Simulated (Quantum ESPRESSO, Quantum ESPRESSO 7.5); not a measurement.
# Tuning the work function of Au(100)

Which overlayers raise and which lower the work function of Au(100), and does electronegativity predict it?

Program: Quantum ESPRESSO 7.5. Level of theory: plane-wave DFT, PBEsol, GBRV ultrasoft pseudopotentials (geometry by pw.x at PBE, GBRV ultrasoft). Results are calculated unless marked as measured.

**Measured values to reproduce.**

“Properties of real metallic surfaces: Effects of density functional semilocality and van der Waals nonlocality” (2017, arxiv:1702.08515) quotes from earlier work for Au (clean (100) face, which reconstructs): work function (clean (100) face, which reconstructs) 5.22 eV.

This is a report of a sequence of runs, with most program output left out.

### Step 1. Set-up

The cell holds 5 atoms: 5 Au. Cell: a = 2.885 Å, b = 2.885 Å, c = 24.160 Å, α = 90.0°, β = 90.0°, γ = 90.0°. It derives from Au. Vacuum lies along c.

This is the clean slab. Each overlayer is one atom a surface cell, set on the top site and held there by symmetry.

### Step 2. Relaxation with pw.x, clean face, with nosym = False

A first try, with the settings that serve most slabs.

Contents of clean.relax.try.in:

```
&control
  prefix = 'clean.relax'
  outdir = './out'
  pseudo_dir = './pseudo'
  nstep = 40
  forc_conv_thr = 0.001
  calculation = 'relax'
/
&system
  ibrav = 0
  nat = 5
  ntyp = 1
  ecutwfc = 40
  ecutrho = 200
  occupations = 'smearing'
  smearing = 'mv'
  degauss = 0.02
/
&electrons
  conv_thr = 1e-07
  mixing_beta = 0.4
  electron_maxstep = 120
  mixing_mode = 'local-TF'
/
&ions
/
ATOMIC_SPECIES
  Au  196.9666  au_pbe_v1.uspp.F.UPF
CELL_PARAMETERS angstrom
  2.88499566724111 0.00000000000000 0.00000000000000
  0.00000000000000 2.88499566724111 0.00000000000000
  0.00000000000000 0.00000000000000 24.16000000000000
ATOMIC_POSITIONS crystal
  Au  0.000000000000 0.000000000000 0.331125827815 0 0 0
  Au  0.500000000000 0.500000000000 0.415562913907 0 0 0
  Au  0.000000000000 0.000000000000 0.500000000000 0 0 0
  Au  0.500000000000 0.500000000000 0.584437086093
  Au  0.000000000000 0.000000000000 0.668874172185
K_POINTS automatic
  8 8 1 0 0 0
```

On the command line:

```sh
OMP_NUM_THREADS=1 mpirun -n 4 pw.x -nk 4 -in clean.relax.try.in > clean.relax.try.out
```

Wall time 26 s (4 MPI ranks of Arm Neoverse V2, shared host); peak memory 0.49 GiB.

This try failed: “checkallsym (1): some of the original symmetry operations not satisfied”.

The message: “checkallsym (1): some of the original symmetry operations not satisfied”. The slab starts symmetric, and holding atoms on one side alone breaks that symmetry at the first step; without symmetry the check falls away, at the price of more k points.

### Step 3. Relaxing the ions, clean face

The run is repeated without symmetry.

The upper layers and the overlayer are relaxed in a plain periodic cell; the small field of the images is left in for this step. Atoms flagged 0 0 0 are held.

clean.relax.in, as its differences from the input of step 2:

```diff
@@ -17,2 +17,3 @@
   degauss = 0.02
+  nosym = .true.
 /
```

On the command line:

```sh
OMP_NUM_THREADS=1 mpirun -n 4 pw.x -nk 4 -in clean.relax.in > clean.relax.out
```

Elapsed: 7.7 min, on 4 MPI ranks; peak memory 0.84 GiB.

Relaxation path:

| step | energy less that of the first step (eV) | largest force (eV/Å) |
| --- | --- | --- |
| 1 | 0.0000 | 0.3476 |
| 2 | -0.0027 | 0.3349 |
| 3 | -0.0054 | 0.3015 |
| 4 | -0.0094 | 0.2729 |
| 5 | -0.0148 | 0.2266 |
| 6 | -0.0219 | 0.1709 |
| 7 | -0.0299 | 0.1469 |
| 8 | -0.0367 | 0.1258 |
| 9 | -0.0382 | 0.0966 |
| 10 | -0.0384 | 0.0779 |
| 11 | -0.0388 | 0.0394 |
| 12 | -0.0389 | 0.0056 |

The atoms that moved most (Å):

| atom | dx | dy | dz | length |
| --- | --- | --- | --- | --- |
| Au5 | 0.000 | 0.000 | 0.209 | 0.209 |
| Au4 | 0.000 | 0.000 | 0.115 | 0.115 |

Final coordinates:

```xyz
5
Lattice="2.8850 0.0000 0.0000 0.0000 2.8850 0.0000 0.0000 0.0000 24.1600" Properties=species:S:1:pos:R:3
Au    0.0000    0.0000    8.0000
Au    1.4425    1.4425   10.0400
Au    0.0000    0.0000   12.0800
Au    1.4425    1.4424   14.2347
Au    0.0000    0.0000   16.3689
```

The relaxation lowers the energy by 8 meV an atom. On the free atoms the largest force ends at 0.006 eV/Å.

Numbers from this step:

| Quantity | Value |
| --- | --- |
| free energy | -7821.5518 eV |
| Fermi energy | 3.672 eV |

### Step 4. Self-consistent run, clean face

The effective screening medium with bc1 puts vacuum on both sides and removes the images along the normal. The slab must sit about z = 0, symmetry is kept, and the .esm1 file holds the planar potential.

Level of this step: plane-wave DFT, PBEsol, GBRV ultrasoft pseudopotentials (Quantum ESPRESSO 7.5).

Contents of clean.esm.in:

```
&control
  prefix = 'clean.esm'
  outdir = './out'
  pseudo_dir = './pseudo'
  calculation = 'scf'
  tprnfor = .true.
/
&system
  ibrav = 0
  nat = 5
  ntyp = 1
  ecutwfc = 40
  ecutrho = 200
  occupations = 'smearing'
  smearing = 'mv'
  degauss = 0.02
  assume_isolated = 'esm'
  esm_bc = 'bc1'
/
&electrons
  conv_thr = 1e-07
  mixing_beta = 0.4
  electron_maxstep = 120
  mixing_mode = 'local-TF'
/
ATOMIC_SPECIES
  Au  196.9666  au_pbesol_v1.uspp.F.UPF
CELL_PARAMETERS angstrom
  2.88499566724111 0.00000000000000 0.00000000000000
  0.00000000000000 2.88499566724111 0.00000000000000
  0.00000000000000 0.00000000000000 24.16000000000000
ATOMIC_POSITIONS crystal
  Au  0.000000000000 0.000000000000 -0.173198206100
  Au  0.500000000000 0.500000000000 -0.088761120000
  Au  0.000000000000 0.000000000000 -0.004324033900
  Au  0.500004253100 0.499971478300 0.084859330900
  Au  -0.000000298300 -0.000013034900 0.173198206100
K_POINTS automatic
  8 8 1 0 0 0
```

On the command line:

```sh
OMP_NUM_THREADS=1 mpirun -n 4 pw.x -nk 4 -in clean.esm.in > clean.esm.out
```

Run time: 85 s. Hardware: 4 MPI ranks; peak memory 0.52 GiB.

This step gave:

* free energy: -7804.9650 eV
* Fermi energy: -5.211 eV
* vacuum line at the lower end of the cell, over the Fermi level: 5.189 eV
* vacuum line at the upper end of the cell, over the Fermi level: 5.232 eV

The potential energy, planar mean oscillates, so the rows of the table below give means over windows of 1.01 Å about each position, cut where the curve ends. Its maxima inside the range that stand out by 2 % of the span (Å: eV): -4.2: -0.898, -3.2: -1.10, -2.1: -1.32, -1.1: -1.23, -0.1: -1.23, 1.0: -0.302, 2.0: -1.20, 3.1: -0.277, 4.1: -0.817. Its minima: -4.6: -1.47, -3.7: -1.85, -2.6: -2.20, -1.7: -2.21, -0.6: -2.16, 0.3: -2.02, 1.6: -1.97, 2.5: -1.99, 3.7: -1.63, 4.6: -1.40.

Electrostatic potential energy of an electron; zero at the Fermi level. The potential energy, planar mean by z; means over each step:

z (Å), potential energy, planar mean (eV) and a bar from the least value:
```
   -11.57       5.19 ##############################
   -10.56       5.19 ##############################
    -9.55       5.19 ##############################
    -8.54       5.19 ##############################
    -7.54       5.18 ##############################
    -6.53       5.08 #############################
    -5.52       3.35 ######################
    -4.51      -0.99 ###
    -3.50      -1.44 #
    -2.49      -1.75 
    -1.48      -1.72 
    -0.47      -1.69 
     0.54      -1.29 ##
     1.55      -1.41 #
     2.56      -1.40 #
     3.57      -1.05 ###
     4.58      -0.77 ####
     5.59       3.73 ########################
     6.60       5.14 ##############################
     7.61       5.23 ##############################
     8.62       5.23 ##############################
     9.63       5.23 ##############################
    10.64       5.23 ##############################
    11.65       5.23 ##############################
```

The vacuum levels are read from the outermost 0.7 Å of the cell on either side.

The run needed 24 iterations to bring the estimated error under 1e-07 Ry; the largest force on any atom, held or free, is 0.44 eV/Å.

Inside the slab this potential holds the local part of the pseudopotentials, which can be repulsive at the nuclei; only its value in the vacuum has a meaning of its own.

### Step 5. Projected density of states, clean face

projwfc.x splits the states by atom and orbital; the spilling says how much the atomic basis misses.

Contents of clean.pdos.in:

```
&projwfc
  prefix = 'clean.esm'
  outdir = './out'
  filpdos = 'clean.pdos'
  Emin = -13.211
  Emax = -1.211
  DeltaE = 0.1
  ngauss = 0
  degauss = 0.01
/
```

On the command line:

```sh
OMP_NUM_THREADS=1 mpirun -n 4 projwfc.x -in clean.pdos.in > clean.pdos.out
```

Wall time 1.2 s (4 MPI ranks); peak memory 0.13 GiB; 4.7 s of CPU time.

Read from the output:

| Quantity | Value |
| --- | --- |
| spilling of the projection | 8.00e-4 |

Projected DOS an atom over height of the atomic layer and energy from the Fermi level. Columns are the atomic layers from the bottom up.

Ten even steps from '_' (0.07 states/eV) to '@' (3.56 states/eV), each cell a mean:
```
__________
__________
..____....
__________
__________
__________
__________
==------==
####**##@@
@@==--++@@
**==++==##
@@==++**@@
++--==++++
**##%%**++
==++****==
--====++--
::++--**--
::**++==::
..====::__
__::::..__
__________
__________
```
Columns: height of the atomic layer (Å) from -4.18 to 4.18; rows upwards: energy from the Fermi level (eV) from -8.00 to 1.50.

The atomic orbitals miss 0.1 % of the occupied states; for empty states the projections can miss much more.

### Step 6. Relaxing the ions, Li overlayer

Level of this step: plane-wave DFT, PBE, GBRV ultrasoft pseudopotentials (Quantum ESPRESSO 7.5).

System of this step: Au(100), 5 layers, one monolayer of Li on top sites. The cell holds 6 atoms: 5 Au and 1 Li. Its edges and angles: a = 2.885 Å, b = 2.885 Å, c = 27.160 Å, α = 90.0°, β = 90.0°, γ = 90.0°. It derives from Au. Vacuum lies along c.

Contents of Li.relax.in:

```
&control
  prefix = 'Li.relax'
  outdir = './out'
  pseudo_dir = './pseudo'
  nstep = 40
  forc_conv_thr = 0.001
  calculation = 'relax'
/
&system
  ibrav = 0
  nat = 6
  ntyp = 2
  ecutwfc = 40
  ecutrho = 200
  occupations = 'smearing'
  smearing = 'mv'
  degauss = 0.02
/
&electrons
  conv_thr = 1e-07
  mixing_beta = 0.4
  electron_maxstep = 120
  mixing_mode = 'local-TF'
/
&ions
/
ATOMIC_SPECIES
  Au  196.9666  au_pbe_v1.uspp.F.UPF
  Li  6.9400  li_pbe_v1.4.uspp.F.UPF
CELL_PARAMETERS angstrom
  2.88499566724111 0.00000000000000 0.00000000000000
  0.00000000000000 2.88499566724111 0.00000000000000
  0.00000000000000 0.00000000000000 27.16000000000000
ATOMIC_POSITIONS crystal
  Au  0.000000000000 0.000000000000 0.305596465390 0 0 0
  Au  0.500000000000 0.500000000000 0.380706921944 0 0 0
  Au  0.000000000000 0.000000000000 0.455817378498 0 0 0
  Au  0.500000000000 0.500000000000 0.530927835052
  Au  0.000000000000 0.000000000000 0.606038291605
  Li  0.000000000000 0.000000000000 0.703240058910
K_POINTS automatic
  8 8 1 0 0 0
```

On the command line:

```sh
OMP_NUM_THREADS=1 mpirun -n 4 pw.x -nk 4 -in Li.relax.in > Li.relax.out
```

It took 7.5 min on 4 MPI ranks; peak memory 0.91 GiB; 30 min of CPU time.

The steps of the relaxation:

| step | energy less that of the first step (eV) | largest force (eV/Å) |
| --- | --- | --- |
| 1 | 0.0000 | 0.7259 |
| 2 | -0.0117 | 0.6343 |
| 3 | -0.0230 | 0.5416 |
| 4 | -0.0372 | 0.4128 |
| 5 | -0.0524 | 0.2297 |
| 6 | -0.0611 | 0.2431 |
| 7 | -0.0622 | 0.2136 |
| 8 | -0.0631 | 0.1835 |
| 9 | -0.0642 | 0.1464 |
| 10 | -0.0656 | 0.0929 |
| 11 | -0.0669 | 0.0793 |
| 12 | -0.0675 | 0.0823 |
| 13 | -0.0678 | 0.0819 |
| 14 | -0.0683 | 0.0792 |
| 15 | -0.0689 | 0.0860 |
| 16 | -0.0698 | 0.0869 |
| 17 | -0.0710 | 0.0788 |
| 18 | -0.0721 | 0.0531 |
| 19 | -0.0725 | 0.0241 |

The atoms that moved most (Å):

| atom | dx | dy | dz | length |
| --- | --- | --- | --- | --- |
| Au5 | 0.000 | 0.000 | 0.233 | 0.233 |
| Au4 | 0.000 | 0.000 | 0.101 | 0.101 |
| Li6 | 0.000 | 0.000 | 0.057 | 0.057 |

The relaxation lowers the energy by 12 meV an atom. On the free atoms the largest force ends at 0.024 eV/Å.

Read from the output:

| Item | Value |
| --- | --- |
| free energy | -8018.5449 eV |
| Fermi energy | 3.733 eV |

### Step 7. SCF with pw.x, Li overlayer

Level of this step: plane-wave DFT, PBEsol, GBRV ultrasoft pseudopotentials (Quantum ESPRESSO 7.5).

Contents of Li.esm.in:

```
&control
  prefix = 'Li.esm'
  outdir = './out'
  pseudo_dir = './pseudo'
  calculation = 'scf'
  tprnfor = .true.
/
&system
  ibrav = 0
  nat = 6
  ntyp = 2
  ecutwfc = 40
  ecutrho = 200
  occupations = 'smearing'
  smearing = 'mv'
  degauss = 0.02
  assume_isolated = 'esm'
  esm_bc = 'bc1'
/
&electrons
  conv_thr = 1e-07
  mixing_beta = 0.4
  electron_maxstep = 120
  mixing_mode = 'local-TF'
/
ATOMIC_SPECIES
  Au  196.9666  au_pbesol_v1.uspp.F.UPF
  Li  6.9400  li_pbesol_v1.4.uspp.F.UPF
CELL_PARAMETERS angstrom
  2.88499566724111 0.00000000000000 0.00000000000000
  0.00000000000000 2.88499566724111 0.00000000000000
  0.00000000000000 0.00000000000000 27.16000000000000
ATOMIC_POSITIONS crystal
  Au  0.000000000000 0.000000000000 -0.199865740100
  Au  0.500000000000 0.500000000000 -0.124755283600
  Au  0.000000000000 0.000000000000 -0.049644827000
  Au  0.500000000000 0.500000000000 0.029191495900
  Au  0.000000000000 0.000000000000 0.109161780600
  Li  0.000000000000 0.000000000000 0.199865740100
K_POINTS automatic
  8 8 1 0 0 0
```

On the command line:

```sh
OMP_NUM_THREADS=1 mpirun -n 4 pw.x -nk 4 -in Li.esm.in > Li.esm.out
```

The job ended after 3.7 min (4 MPI ranks; peak memory 0.91 GiB; 15 min of CPU time).

This step gave:

| Property | Result |
| --- | --- |
| free energy | -8000.6481 eV |
| Fermi energy | -4.412 eV |
| vacuum line at the lower end of the cell, over the Fermi level | 5.111 eV |
| vacuum line at the upper end of the cell, over the Fermi level | 3.713 eV |

The potential energy, planar mean oscillates, so the rows of the table below give means over windows of 1.02 Å about each position, cut where the curve ends. Its maxima inside the range that stand out by 2 % of the span (Å: eV): -5.4: -0.926, -4.4: -1.15, -3.4: -1.36, -2.4: -1.30, -1.4: -1.26, -0.2: -0.461, 0.8: -1.17, 1.9: -0.242, 2.9: -1.05, 4.3: 2.36. Its minima: -5.9: -1.51, -5.0: -1.89, -3.9: -2.26, -2.9: -2.25, -1.8: -2.21, -0.9: -2.08, 0.3: -2.00, 1.2: -2.01, 2.5: -1.89, 3.4: -1.63, 5.5: -3.37.

Electrostatic potential energy of an electron; zero at the Fermi level. Table of potential energy, planar mean by z; means over each step:

| z (Å) | potential energy, planar mean (eV) |
| --- | --- |
| -13.07 | 5.11 |
| -12.05 | 5.11 |
| -11.03 | 5.11 |
| -10.01 | 5.11 |
| -8.99 | 5.11 |
| -7.97 | 5.05 |
| -6.95 | 4.00 |
| -5.93 | -0.666 |
| -4.91 | -1.46 |
| -3.89 | -1.77 |
| -2.87 | -1.79 |
| -1.85 | -1.74 |
| -0.83 | -1.48 |
| 0.19 | -1.36 |
| 1.21 | -1.47 |
| 2.23 | -1.12 |
| 3.25 | -1.20 |
| 4.27 | 1.52 |
| 5.29 | -2.36 |
| 6.31 | 0.265 |
| 7.33 | 3.03 |
| 8.35 | 3.61 |
| 9.37 | 3.70 |
| 10.39 | 3.71 |
| 11.41 | 3.71 |
| 12.43 | 3.71 |
| 13.45 | 3.71 |

The covered face stands at 3.71 eV against 5.23 eV when clean.

Inside the slab this potential holds the local part of the pseudopotentials, which can be repulsive at the nuclei; only its value in the vacuum has a meaning of its own.

### Step 8. Projections on atomic orbitals, Li overlayer

Contents of Li.pdos.in:

```
&projwfc
  prefix = 'Li.esm'
  outdir = './out'
  filpdos = 'Li.pdos'
  Emin = -12.412
  Emax = -0.412
  DeltaE = 0.1
  ngauss = 0
  degauss = 0.01
/
```

On the command line:

```sh
OMP_NUM_THREADS=1 mpirun -n 4 projwfc.x -in Li.pdos.in > Li.pdos.out
```

Elapsed: 1.2 s, on 4 MPI ranks; peak memory 0.13 GiB; 4.5 s of CPU time.

Projected DOS an atom over height of the atomic layer and energy from the Fermi level. Columns are the atomic layers from the bottom up.

Ten even steps from '_' (0.01 states/eV) to '@' (3.70 states/eV), each cell a mean:
```
..______..::
__________..
____________
..........::
____________
__________..
..__________
--::::::..__
######**--__
%%++==**++__
**--==++##__
@@==++**##__
++--==++@@__
**##%%++##__
==++##++##__
--++==++++__
--++--++==__
::**====::__
..====--..__
__::::..____
____________
____________
```
Columns: height of the atomic layer (Å) from -5.43 to 5.43 (not evenly spaced); rows upwards: energy from the Fermi level (eV) from -8.00 to 1.50.

The atomic orbitals miss 0.1 % of the occupied states; for empty states the projections can miss much more.

### Step 9. Relaxation with pw.x, Na overlayer

Level of this step: plane-wave DFT, PBE, GBRV ultrasoft pseudopotentials (Quantum ESPRESSO 7.5).

System of this step: Au(100), 5 layers, one monolayer of Na on top sites. The cell holds 6 atoms: 5 Au and 1 Na. Cell: a = 2.885 Å, b = 2.885 Å, c = 27.160 Å, α = 90.0°, β = 90.0°, γ = 90.0°. It derives from Au. Vacuum lies along c.

Contents of Na.relax.in:

```
&control
  prefix = 'Na.relax'
  outdir = './out'
  pseudo_dir = './pseudo'
  nstep = 40
  forc_conv_thr = 0.001
  calculation = 'relax'
/
&system
  ibrav = 0
  nat = 6
  ntyp = 2
  ecutwfc = 40
  ecutrho = 200
  occupations = 'smearing'
  smearing = 'mv'
  degauss = 0.02
/
&electrons
  conv_thr = 1e-07
  mixing_beta = 0.4
  electron_maxstep = 120
  mixing_mode = 'local-TF'
/
&ions
/
ATOMIC_SPECIES
  Au  196.9666  au_pbe_v1.uspp.F.UPF
  Na  22.9898  na_pbe_v1.5.uspp.F.UPF
CELL_PARAMETERS angstrom
  2.88499566724111 0.00000000000000 0.00000000000000
  0.00000000000000 2.88499566724111 0.00000000000000
  0.00000000000000 0.00000000000000 27.16000000000000
ATOMIC_POSITIONS crystal
  Au  0.000000000000 0.000000000000 0.305596465390 0 0 0
  Au  0.500000000000 0.500000000000 0.380706921944 0 0 0
  Au  0.000000000000 0.000000000000 0.455817378498 0 0 0
  Au  0.500000000000 0.500000000000 0.530927835052
  Au  0.000000000000 0.000000000000 0.606038291605
  Na  0.000000000000 0.000000000000 0.717231222386
K_POINTS automatic
  8 8 1 0 0 0
```

On the command line:

```sh
OMP_NUM_THREADS=1 mpirun -n 4 pw.x -nk 4 -in Na.relax.in > Na.relax.out
```

Run time: 7.2 min. Hardware: 4 MPI ranks; peak memory 0.95 GiB; 29 min of CPU time.

The steps of the relaxation:

| step | energy less that of the first step (eV) | largest force (eV/Å) |
| --- | --- | --- |
| 1 | 0.0000 | 0.6017 |
| 2 | -0.0076 | 0.5382 |
| 3 | -0.0150 | 0.4640 |
| 4 | -0.0246 | 0.3727 |
| 5 | -0.0359 | 0.2452 |
| 6 | -0.0462 | 0.2347 |
| 7 | -0.0491 | 0.2258 |
| 8 | -0.0504 | 0.1837 |
| 9 | -0.0519 | 0.1252 |
| 10 | -0.0536 | 0.0878 |
| 11 | -0.0540 | 0.0781 |
| 12 | -0.0542 | 0.0730 |
| 13 | -0.0545 | 0.0674 |
| 14 | -0.0549 | 0.0606 |
| 15 | -0.0555 | 0.0634 |
| 16 | -0.0564 | 0.0633 |
| 17 | -0.0575 | 0.0551 |
| 18 | -0.0584 | 0.0366 |
| 19 | -0.0586 | 0.0184 |

The atoms that moved most (Å):

| atom | dx | dy | dz | length |
| --- | --- | --- | --- | --- |
| Au5 | 0.000 | 0.000 | 0.227 | 0.227 |
| Au4 | 0.000 | 0.000 | 0.104 | 0.104 |
| Na6 | 0.000 | 0.000 | 0.073 | 0.073 |

The relaxed structure:

```cif
data_structure
_symmetry_space_group_name_H-M 'P 1'
_symmetry_Int_Tables_number 1
_cell_length_a 2.8850
_cell_length_b 2.8850
_cell_length_c 27.1600
_cell_angle_alpha 90.000
_cell_angle_beta 90.000
_cell_angle_gamma 90.000
_cell_volume 226.06
loop_
_atom_site_label
_atom_site_type_symbol
_atom_site_fract_x
_atom_site_fract_y
_atom_site_fract_z
_atom_site_occupancy
Au1 Au 0.00000 0.00000 0.30560 1
Au2 Au 0.50000 0.50000 0.38071 1
Au3 Au 0.00000 0.00000 0.45582 1
Au4 Au 0.50000 0.50000 0.53476 1
Au5 Au 0.00000 0.00000 0.61438 1
Na6 Na 0.00000 0.00000 0.71991 1
```

The relaxation lowers the energy by 10 meV an atom. On the free atoms the largest force ends at 0.018 eV/Å.

Numbers from this step:

| Quantity | Value |
| --- | --- |
| free energy | -9118.7601 eV |
| Fermi energy | 4.167 eV |

### Step 10. SCF with pw.x, Na overlayer

Level of this step: plane-wave DFT, PBEsol, GBRV ultrasoft pseudopotentials (Quantum ESPRESSO 7.5).

Contents of Na.esm.in:

```
&control
  prefix = 'Na.esm'
  outdir = './out'
  pseudo_dir = './pseudo'
  calculation = 'scf'
  tprnfor = .true.
/
&system
  ibrav = 0
  nat = 6
  ntyp = 2
  ecutwfc = 40
  ecutrho = 200
  occupations = 'smearing'
  smearing = 'mv'
  degauss = 0.02
  assume_isolated = 'esm'
  esm_bc = 'bc1'
/
&electrons
  conv_thr = 1e-07
  mixing_beta = 0.4
  electron_maxstep = 120
  mixing_mode = 'local-TF'
/
ATOMIC_SPECIES
  Au  196.9666  au_pbesol_v1.uspp.F.UPF
  Na  22.9898  na_pbesol_v1.5.uspp.F.UPF
CELL_PARAMETERS angstrom
  2.88499566724111 0.00000000000000 0.00000000000000
  0.00000000000000 2.88499566724111 0.00000000000000
  0.00000000000000 0.00000000000000 27.16000000000000
ATOMIC_POSITIONS crystal
  Au  0.000000000000 0.000000000000 -0.207154359900
  Au  0.500000000000 0.500000000000 -0.132043903400
  Au  0.000000000000 0.000000000000 -0.056933446800
  Au  0.500000000000 0.500000000000 0.022006318300
  Au  0.000000000000 0.000000000000 0.101633939600
  Na  0.000000000000 0.000000000000 0.207154359900
K_POINTS automatic
  8 8 1 0 0 0
```

On the command line:

```sh
OMP_NUM_THREADS=1 mpirun -n 4 pw.x -nk 4 -in Na.esm.in > Na.esm.out
```

It took 69 s on 4 MPI ranks; peak memory 0.93 GiB.

Read from the output:

```
free energy                                                    : -9099.7811 eV
Fermi energy                                                   : -4.295 eV
vacuum line at the lower end of the cell, over the Fermi level : 5.125 eV
vacuum line at the upper end of the cell, over the Fermi level : 3.466 eV
```

Electrostatic potential energy of an electron; zero at the Fermi level. Table of potential energy, planar mean by z:

| z (Å) | potential energy, planar mean (eV) |
| --- | --- |
| -13 | 5.12 |
| -12 | 5.12 |
| -11 | 5.12 |
| -10 | 5.12 |
| -9 | 5.12 |
| -8 | 5.05 |
| -7 | 3.91 |
| -6 | -1.51 |
| -5 | -1.74 |
| -4 | -2.20 |
| -3 | -2.13 |
| -2 | -2.17 |
| -1 | -1.97 |
| 0 | -1.82 |
| 1 | -1.99 |
| 2 | -1.13 |
| 3 | -1.36 |
| 4 | 2.47 |
| 5 | 3.04 |
| 6 | 19.8 |
| 7 | 1.64 |
| 8 | 3.16 |
| 9 | 3.42 |
| 10 | 3.46 |
| 11 | 3.47 |
| 12 | 3.47 |
| 13 | 3.47 |

The covered face stands at 3.47 eV against 5.23 eV when clean.

Inside the slab this potential holds the local part of the pseudopotentials, which can be repulsive at the nuclei; only its value in the vacuum has a meaning of its own.

[end of part 1 of 2]

[Logs are printed without paths, hosts, clocks, repeated set-up lines and the standing remarks that a program may print on its own settings, such as how far it seeks lower states.]

[Hosts, paths, dates, database ids (printed as entryN), source tags and the programs' standing remarks are cut or masked in the printed files.]

[Maps of the electrostatic potential energy from Ansatz leave out the sawtooth potential of an applied field or a dipole correction, so their vacuum need not be flat; planar profiles and work functions include it.]
